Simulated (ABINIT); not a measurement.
Write the native input for ABINIT 10.8.3 (patched build) that does the following.

- Task: equation of state
- Functional: PBE
- Potentials or basis: SG15 NC PBE v1.2
- Cutoff: 1143 eV
- k mesh: 10 × 10 × 10
- Occupations: fermi-dirac, width 0.05 eV
- Spin: no spin polarisation

CdO (Monteponite):

```
Cd O
1.0
     0.00000    2.34950    2.34950
     2.34950    0.00000    2.34950
     2.34950    2.34950    0.00000
Cd O
1 1
Direct
  0.00000 0.00000 0.00000
  0.50000 0.50000 0.50000
```

One way to write it, as run:

run.abi

```
# Datasets: one volume each
ndtset 7
getwfk -1
scalecart1 3*0.9795861087
scalecart2 3*0.9864848297
scalecart3 3*0.9932883884
scalecart4 3*1.0000000000
scalecart5 3*1.0066227096
scalecart6 3*1.0131594038
scalecart7 3*1.0196128224

# Pseudopotentials
pp_dirpath "./"
pseudos "Cd_ONCV_PBE-1.2.upf, O_ONCV_PBE-1.2.upf"

# Structure
acell 3*1.0 Angstrom
rprim
     0.0000000000     2.3495000000     2.3495000000
     2.3495000000     0.0000000000     2.3495000000
     2.3495000000     2.3495000000     0.0000000000
ntypat 2
znucl 48 8
natom 2
typat 1 2
xred
     0.0000000000     0.0000000000     0.0000000000
     0.5000000000     0.5000000000     0.5000000000

# Plane-wave basis
ecut 42.0

# k points
kptopt 1
ngkpt 10 10 10
nshiftk 1
shiftk 0.0 0.0 0.0

# Exchange and correlation
ixc 11

# Bands and occupations
nband 17
occopt 3
tsmear 0.05 eV

# SCF cycle
nstep 100
tolvrs 1.0e-10

# Output
iomode 3
prtwf 1
prtden 0
prteig 0
prtebands 0
enunit 1
```

Potentials or basis: SG15 NC PBE v1.2.

Command:

```sh
$ abinit run.abi > log 2>&1
```

Results of the run:

* Equilibrium volume: 13.54 Å³/atom
* Bulk modulus: 126 GPa
* Pressure derivative of the bulk modulus: 4.9

Caveat: pressures at fixed basis lie under the slope of the energies.

It took 5.5 min on 1 thread of Arm Neoverse V2, on a shared host, peak memory 0.13 GiB.
